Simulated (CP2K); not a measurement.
Crystal: Ir.

```
Ir
1.0
     2.70907    0.00000    0.00000
     1.35453    2.34612    0.00000
     1.35453    0.78204    2.21194
Ir
1
Direct
  0.00000 0.00000 0.00000
```

Base run:

| Item | Value |
| --- | --- |
| Program | CP2K 2026.2 |
| Functional | AM05 |
| Potentials or basis | POTENTIAL_UZH Ir GTH-PBE-q17; TZVP-MOLOPT-PBE-GTH basis |
| Density cutoff | 9184 eV |
| k mesh | 12 × 12 × 12 |
| Occupations | fermi-dirac, width 0.05 eV |
| Spin | no spin polarisation |

Its results: band gap on the k mesh none (metal or under the smearing width); pressure -4.4 GPa.

**Question.** The run is repeated on the same cell with these changes: functional from AM05 to HLE17. What comes out?

**Answer.** Band gap on the k mesh none (metal or under the smearing width); pressure -20.2 GPa.

Caveats: the potentials were made for another functional, which shifts forces and pressure; the basis of atomic orbitals isn't converged, which shifts pressures, moduli and gaps; the potentials were made for a functional far from this one (some runs).
